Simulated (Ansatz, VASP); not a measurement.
# One calculation of FePt (Tetraferroplatinum), two programs

File INCAR:

```
PREC = Accurate
ENCUT = 520
EDIFF = 1E-6
ISMEAR = 0
SIGMA = 0.02
LREAL = False
LASPH = True
NELM = 150
ALGO = Normal
ISIF = 2
LWAVE = False
LCHARG = True
ISPIN = 2
MAGMOM = 0 3
LORBIT = 11
LMAXMIX = 4
GGA = PE
LELF = True
LVHAR = True
NBANDS = 20
```

File KPOINTS:

```
Automatic mesh
0
Gamma
  10 10 7
```

POSCAR

```
FePt
1.0
    2.7235000000      0.0000000000      0.0000000000
    0.0000000000      2.7235000000      0.0000000000
    0.0000000000      0.0000000000      3.7200000000
Pt Fe
1 1
Direct
    0.5000000000      0.5000000000      0.5000000000
    0.0000000000      0.0000000000      0.0000000000
```

Contents of input.yaml:

```yaml
crystal:
  lattice:
    - [2.7235, 0.0, 0.0]
    - [0.0, 2.7235, 0.0]
    - [0.0, 0.0, 3.72]
  atoms:
    - { symbol: Pt, position: [0.5, 0.5, 0.5] }
    - { symbol: Fe, position: [0.0, 0.0, 0.0], spin: 3.0 }
kpoints:
  mp_grid: { grid: [10, 10, 7] }
scf:
  occupations: { method: gaussian, width: 0.02 }
hamiltonian:
  xc: pbe
  pseudopotentials: { kind: all_electron, lapw: { basis_error: 0.001 } }
magnetization:
  spin_polarized: true
output:
  forces: true
  stress: true
  eigenvalues: true
```

Alike in both runs: task single point; functional PBE; k mesh 10 × 10 × 7; occupations gaussian, width 0.02 eV; collinear spin.

|  | VASP | Ansatz |
| --- | --- | --- |
| version | VASP 6.6.1 | Ansatz 0.2.0 |
| potentials or method | VASP PAW PBE potentials, release 64 (Pt, Fe) | all-electron LAPW, scalar-relativistic |
| plane-wave cutoff (eV) | 520 | see its input |

VASP gave:

- gap on the k mesh at the Fermi level (eV): none
- pressure (GPa): 2.8
- largest component of the traceless stress (GPa): 0.37
- net moment per atom (μB): 1.63
- size of the moment on the site where the two differ most (μB): 2.91

Which values does Ansatz return?

gap on the k mesh at the Fermi level (eV): none; pressure (GPa): 3.3; largest component of the traceless stress (GPa): 0.29; net moment per atom (μB): 1.64; size of the moment on the site where the two differ most (μB): 2.97.

Site moments also hang on the region over which each program counts them. A gap of «none» marks a metal or a gap that the smearing closes. Ansatz ran all-electron here, so the differences hold the error of VASP's frozen core and of both bases.

Spin-orbit coupling is left out, which matters for the levels of Pt.
